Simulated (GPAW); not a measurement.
# The basis that the transmission of a Sb chain with two Pd atoms in line needs, part 2 of 2

Wanted: the zero-bias transmission of a Sb chain with two Pd atoms in line on a ladder of levels, with run times.

GPAW 26.7.0; GPAW LCAO, PAW setups; Landauer transmission from Green's functions with principal layers (ASE), zero bias.

So far, transmission at the Fermi level (one spin): step 2 (double-zeta polarised basis, PBE, GPAW) 1.45; step 3 (basis szp(dzp), PBE, GPAW) 1.03; step 4 (basis sz(dzp), PBE, GPAW) 1.17; step 5 (LDA) 1.59.

## 8. Functional LDA, temperature 1000: xc = "LDA" and temperature = 1000

The functional moves levels against the Fermi level. Temperature enters only through the Fermi window.

This step: GPAW LCAO, PAW setups; Landauer transmission from Green's functions with principal layers (ASE), zero bias (GPAW 26.7.0).

File run.py:

```python
import json
import numpy as np
from ase import Atoms
from ase.transport.calculators import TransportCalculator
from gpaw import GPAW, FermiDirac
from gpaw.lcao.tools import get_lcao_hamiltonian
from scipy.linalg import eigh

# The junction with lead layers at both ends, along the third cell vector
device = Atoms(
    ['Sb', 'Sb', 'Sb', 'Sb', 'Pd', 'Pd', 'Sb', 'Sb', 'Sb', 'Sb'],
    positions=[
        [4.50000, 4.50000, 1.37500],
        [4.50000, 4.50000, 4.12500],
        [4.50000, 4.50000, 6.87500],
        [4.50000, 4.50000, 9.62500],
        [4.50000, 4.50000, 12.23650],
        [4.50000, 4.50000, 14.73650],
        [4.50000, 4.50000, 17.34800],
        [4.50000, 4.50000, 20.09800],
        [4.50000, 4.50000, 22.84800],
        [4.50000, 4.50000, 25.59800]],
    cell=[[9.0, 0.0, 0.0], [0.0, 9.0, 0.0], [0.0, 0.0, 26.973]],
    pbc=True)

# One principal layer of the lead: the first 2 atoms of the device
lead = Atoms(
    ['Sb', 'Sb'],
    positions=[
        [4.50000, 4.50000, 1.37500],
        [4.50000, 4.50000, 4.12500]],
    cell=[[9.0, 0.0, 0.0], [0.0, 9.0, 0.0], [0.0, 0.0, 5.5]],
    pbc=True)

settings = dict(mode='lcao', basis='dzp', xc='LDA', h=0.2,
                occupations=FermiDirac(0.1), maxiter=250,
                mixer=dict(beta=0.1, nmaxold=8, weight=100.0),
                convergence=dict(density=0.0001))
energies = np.arange(-2, 2 + 1e-9, 0.05)
eta = 0.0001
n1, n2 = 1, 1
# k and -k transmit alike, so half of the mesh across the current serves
mesh = [(i, j) for i in range(n1) for j in range(n2) if (i, j) <= (-i % n1, -j % n2)]
weights = np.array([1 if (i, j) == (-i % n1, -j % n2) else 2 for i, j in mesh]) / (n1 * n2)

# [... helper functions left out ...]
fermi_lead = ground_state(lead, (1, 1, 20), 'lead.txt')
fermi_device = ground_state(device, (1, 1, 3), 'device.txt')
# [... loop over the mesh left out, but for ...]
        # Shift the lead onto the potential of the device's first layer
        shift = ((H[:, 0, 0] - H0[:, 0, 0]) / S0[0, 0]).real.mean()
# [...]
kT = 8.617333e-5 * 1000
bias = [0.1, 0.2, 0.5, 1.0, 1.5, 2.0]
# [... integrals and printing left out ...]
```

The run is started by

```console
$ OMP_NUM_THREADS=1 OPENBLAS_NUM_THREADS=1 python run.py
```

Log:

```text
basis functions: device 238, principal layer 46
Fermi level: lead -3.3983 eV, device -3.5349 eV; lead shifted by -0.0253 eV
largest coupling past the next layer 7.80e-05 eV, largest misfit of the first layer 0.035 eV
  E-E_F (eV)   T (one spin)  [channel counts left out]
    -2.000    9.0217e-01
    -1.950    8.8905e-01
    -1.900    8.7578e-01
    -1.850    8.6246e-01
    -1.800    8.4918e-01
    -1.750    8.3603e-01
    -1.700    8.2310e-01
    -1.650    8.1046e-01
    -1.600    1.1544e+00
    -1.550    2.4571e+00
    -1.500    2.7483e+00
    -1.450    2.7459e+00
    -1.400    2.6814e+00
    -1.350    2.6071e+00
    -1.300    2.5333e+00
    -1.250    2.4608e+00
[...]
1.650    5.7941e-01
     1.700    5.5769e-01
     1.750    5.3598e-01
     1.800    5.1428e-01
     1.850    4.9261e-01
     1.900    4.7101e-01
     1.950    4.5044e-01
     2.000    4.4161e-01
conductance at 1000 K: 1.5996 G0 a cell; thermopower 4.487 uV/K
current from the zero-bias T(E) at 0.1 V: 12.396 uA
current from the zero-bias T(E) at 0.2 V: 24.805 uA
current from the zero-bias T(E) at 0.5 V: 62.235 uA
current from the zero-bias T(E) at 1.0 V: 125.15 uA
current from the zero-bias T(E) at 1.5 V: 185.93 uA
current from the zero-bias T(E) at 2.0 V: 244.62 uA
```

Elapsed: 80 s, on 1 thread of Intel Xeon Platinum 8375C at 2.90GHz (Ice Lake), shared host; peak memory 0.92 GiB.

Numbers from this step:

```yaml
conductance: 1.600 G₀
thermopower: 4.487 μV/K
```

One spin. Table of transmission, zone mean by energy, zero at the Fermi level:

| energy (eV) | transmission, zone mean |
| --- | --- |
| -2.00 | 0.902 |
| -1.85 | 0.862 |
| -1.70 | 0.823 |
| -1.60 | 1.15 |
| -1.50 | 2.75 |
| -1.45 | 2.75 |
| -1.30 | 2.53 |
| -1.15 | 2.32 |
| -1.05 | 2.19 |
| -0.90 | 2.03 |
| -0.75 | 1.96 |
| -0.60 | 1.98 |
| -0.50 | 2.01 |
| -0.35 | 1.85 |
| -0.20 | 1.62 |
| -0.05 | 1.58 |
| 0.00 | 1.59 |
| 0.05 | 1.61 |
| 0.20 | 1.58 |
| 0.35 | 1.45 |
| 0.50 | 1.28 |
| 0.60 | 1.18 |
| 0.75 | 1.05 |
| 0.90 | 0.940 |
| 1.05 | 0.854 |
| 1.15 | 0.803 |
| 1.30 | 0.733 |
| 1.45 | 0.666 |
| 1.60 | 0.601 |
| 1.70 | 0.558 |
| 1.85 | 0.493 |
| 2.00 | 0.442 |

Not self-consistent under bias; the bias window is split evenly. Table of current through one cell, from the zero-bias transmission by bias:

| bias (V) | current through one cell, from the zero-bias transmission (μA) |
| --- | --- |
| 0.100 | 12.4 |
| 0.200 | 24.8 |
| 0.500 | 62.2 |
| 1.000 | 125 |
| 1.500 | 186 |
| 2.000 | 245 |

The transmission of the three most open eigenchannels by energy, zero at the Fermi level:

| energy (eV) | channel 1 | channel 2 | channel 3 |
| --- | --- | --- | --- |
| -2.000 | 0.902 | 0 | 0 |
| -1.800 | 0.849 | 1.7e-12 | 1.7e-12 |
| -1.600 | 0.798 | 0.178 | 0.178 |
| -1.400 | 0.964 | 0.964 | 0.754 |
| -1.200 | 0.833 | 0.833 | 0.723 |
| -1.000 | 0.717 | 0.705 | 0.705 |
| -0.800 | 0.764 | 0.603 | 0.603 |
| -0.600 | 0.911 | 0.535 | 0.535 |
| -0.400 | 0.970 | 0.481 | 0.481 |
| -0.200 | 0.775 | 0.424 | 0.424 |
| 0.000 | 0.875 | 0.358 | 0.358 |
| 0.200 | 0.999 | 0.293 | 0.293 |
| 0.400 | 0.920 | 0.238 | 0.238 |
| 0.600 | 0.787 | 0.196 | 0.196 |
| 0.800 | 0.680 | 0.164 | 0.164 |
| 1.000 | 0.603 | 0.139 | 0.139 |
| 1.200 | 0.548 | 0.115 | 0.115 |
| 1.400 | 0.509 | 0.0896 | 0.0896 |
| 1.600 | 0.481 | 0.0600 | 0.0600 |
| 1.800 | 0.461 | 0.0267 | 0.0267 |
| 2.000 | 0.442 | 3.1e-10 | 3.1e-10 |

With these changes, and at 1000 K in place of 200 K, the conductance is 1.60 G₀ against 1.45 in the dzp run; T at the Fermi level, which temperature doesn't enter, is 1.59 against 1.45.

## 9. SCF mesh 1×1×6, basis sz(dzp), functional revPBE

The SCF mesh sets the Fermi level of the repeated cell. A smaller basis is cheaper in every inversion. The functional moves levels against the Fermi level.

Changes to run.py since step 8:

```diff
@@ -34,3 +34,3 @@
 
-settings = dict(mode='lcao', basis='dzp', xc='LDA', h=0.2,
+settings = dict(mode='lcao', basis='sz(dzp)', xc='revPBE', h=0.2,
                 occupations=FermiDirac(0.1), maxiter=250,
@@ -47,3 +47,3 @@
 fermi_lead = ground_state(lead, (1, 1, 20), 'lead.txt')
-fermi_device = ground_state(device, (1, 1, 3), 'device.txt')
+fermi_device = ground_state(device, (1, 1, 6), 'device.txt')
 # [... loop over the mesh left out, but for ...]
@@ -52,3 +52,3 @@
 # [...]
-kT = 8.617333e-5 * 1000
+kT = 8.617333e-5 * 200
 bias = [0.1, 0.2, 0.5, 1.0, 1.5, 2.0]
```

Log:

```text
basis functions: device 96, principal layer 18
Fermi level: lead -3.0247 eV, device -3.1681 eV; lead shifted by -0.0544 eV
largest coupling past the next layer 7.91e-05 eV, largest misfit of the first layer 0.032 eV
  E-E_F (eV)   T (one spin)  [channel counts left out]
    -2.000    8.8278e-01
    -1.950    8.6814e-01
    -1.900    8.5371e-01
    -1.850    8.3964e-01
    -1.800    8.2607e-01
    -1.750    1.2426e+00
    -1.700    2.1544e+00
    -1.650    2.6721e+00
    -1.600    2.7720e+00
    -1.550    2.7434e+00
    -1.500    2.6917e+00
    -1.450    2.6380e+00
    -1.400    2.5835e+00
    -1.350    2.5259e+00
    -1.300    2.4643e+00
    -1.250    2.3993e+00
[...]
1.650    5.7309e-01
     1.700    5.5622e-01
     1.750    5.3957e-01
     1.800    5.2278e-01
     1.850    5.0540e-01
     1.900    4.9040e-01
     1.950    4.8572e-01
     2.000    4.8155e-01
conductance at 200 K: 1.0818 G0 a cell; thermopower -2.125 uV/K
current from the zero-bias T(E) at 0.1 V: 8.3974 uA
current from the zero-bias T(E) at 0.2 V: 16.886 uA
current from the zero-bias T(E) at 0.5 V: 43.676 uA
current from the zero-bias T(E) at 1.0 V: 95.552 uA
current from the zero-bias T(E) at 1.5 V: 155.78 uA
current from the zero-bias T(E) at 2.0 V: 215.04 uA
```

Run time: 70 s. Hardware: 1 thread; peak memory 0.85 GiB.

Numbers from this step:

```
conductance                                    : 1.082 G₀
thermopower                                    : -2.125 μV/K
largest coupling past the next principal layer : 7.91e-5 eV
largest misfit of the first principal layer    : 0.03194 eV
shift that aligns the lead                     : -0.05436 eV
basis functions of the junction                : 96
basis functions of a principal layer           : 18
transmission at the Fermi level (one spin)     : 1.079
```

One spin. The transmission, zone mean by energy, zero at the Fermi level:

energy (eV), transmission, zone mean and a bar from the least value:
```
   -2.000       0.88 #####
   -1.800       0.83 #####
   -1.600       2.77 ##############################
   -1.400       2.58 ############################
   -1.200       2.33 ########################
   -1.000       2.11 #####################
   -0.800       2.02 ####################
   -0.600       1.87 ##################
   -0.400       1.37 ############
   -0.200       1.09 ########
    0.000       1.08 ########
    0.200       1.24 ##########
    0.400       1.36 ############
    0.600       1.26 ##########
    0.800       1.08 ########
    1.000       0.91 ######
    1.200       0.77 ####
    1.400       0.67 ##
    1.600       0.59 #
    1.800       0.52 #
    2.000       0.48
```

Not self-consistent under bias; the bias window is split evenly. The current through one cell, from the zero-bias transmission by bias:

| bias (V) | current through one cell, from the zero-bias transmission (μA) |
| --- | --- |
| 0.100 | 8.40 |
| 0.200 | 16.9 |
| 0.500 | 43.7 |
| 1.000 | 95.6 |
| 1.500 | 156 |
| 2.000 | 215 |

The transmission of the three most open eigenchannels by energy, zero at the Fermi level:

| energy (eV) | channel 1 | channel 2 | channel 3 |
| --- | --- | --- | --- |
| -2.00 | 0.883 | 0 | 0 |
| -1.90 | 0.854 | 2.7e-11 | 2.7e-11 |
| -1.80 | 0.826 | 4.1e-8 | 4.1e-8 |
| -1.70 | 0.801 | 0.677 | 0.677 |
| -1.55 | 0.987 | 0.987 | 0.770 |
| -1.45 | 0.941 | 0.941 | 0.756 |
| -1.35 | 0.889 | 0.889 | 0.749 |
| -1.25 | 0.825 | 0.825 | 0.750 |
| -1.15 | 0.762 | 0.753 | 0.753 |
| -1.05 | 0.790 | 0.681 | 0.681 |
| -0.90 | 0.870 | 0.589 | 0.589 |
| -0.80 | 0.945 | 0.540 | 0.540 |
| -0.70 | 0.998 | 0.499 | 0.499 |
| -0.60 | 0.945 | 0.463 | 0.463 |
| -0.50 | 0.761 | 0.431 | 0.431 |
| -0.40 | 0.566 | 0.400 | 0.400 |
| -0.25 | 0.420 | 0.355 | 0.355 |
| -0.15 | 0.415 | 0.325 | 0.325 |
| -0.05 | 0.468 | 0.297 | 0.297 |
| 0.00 | 0.513 | 0.283 | 0.283 |
| 0.05 | 0.570 | 0.269 | 0.269 |
| 0.15 | 0.708 | 0.244 | 0.244 |
| 0.25 | 0.851 | 0.220 | 0.220 |
| 0.40 | 0.985 | 0.188 | 0.188 |
| 0.50 | 0.997 | 0.169 | 0.169 |
| 0.60 | 0.961 | 0.151 | 0.151 |
| 0.70 | 0.903 | 0.135 | 0.135 |
| 0.80 | 0.838 | 0.119 | 0.119 |
| 0.90 | 0.777 | 0.105 | 0.105 |
| 1.05 | 0.698 | 0.0855 | 0.0855 |
| 1.15 | 0.654 | 0.0737 | 0.0737 |
| 1.25 | 0.618 | 0.0627 | 0.0627 |
| 1.35 | 0.587 | 0.0526 | 0.0526 |
| 1.45 | 0.561 | 0.0432 | 0.0432 |
| 1.55 | 0.540 | 0.0342 | 0.0342 |
| 1.70 | 0.515 | 0.0208 | 0.0208 |
| 1.80 | 0.501 | 0.0107 | 0.0107 |
| 1.90 | 0.490 | 4.4e-9 | 4.4e-9 |
| 2.00 | 0.482 | 1.4e-11 | 1.4e-11 |

The conductance, 1.08 G₀, lies 25 % below that of the dzp run.

## 10. Results

- conductance: 1.45 G₀
- transmission at the Fermi level, mean of the spins: 1.45
- thermopower: -1.51 μV/K

**Reading.** In the dzp basis the junction conducts 1.45 G₀ at 200 K, with T = 1.45 a spin at the Fermi level; no smaller basis tried comes within 10 % of that conductance. At the Fermi level the three most open eigenchannels pass 0.77, 0.34 and 0.34. Measured against the first run (dzp), the nearest curve is that of dzp-LDA (r.m.s. 0.086) and the farthest that of sz (0.29). Over the compared runs wall time goes from 69 s (sz) to 100 s (dzp), on a shared host. The geometry was built from estimated bond lengths and not relaxed, so the numbers describe this model structure. The run had no spin polarisation, so a magnetic state, which chains and small molecules with open shells often have, wasn't tested. Spin-orbit coupling is left out, which matters for the heavy atoms here. An evenly spaced straight chain is an idealisation: free chains tend to dimerise, zigzag or, where a band edge lies near the Fermi level, turn magnetic. The currents use the zero-bias T(E) throughout, which holds only while the bias is small against the distance to the nearest feature. The energy step is wider than the thermal energy, so the conductance and thermopower rest on interpolation of T(E).

[Logs are printed without paths, hosts, clocks, repeated set-up lines and the standing remarks that a program may print on its own settings, such as how far it seeks lower states.]

[Hosts, paths, dates, database ids (printed as entryN), source tags and the programs' standing remarks are cut or masked in the printed files.]
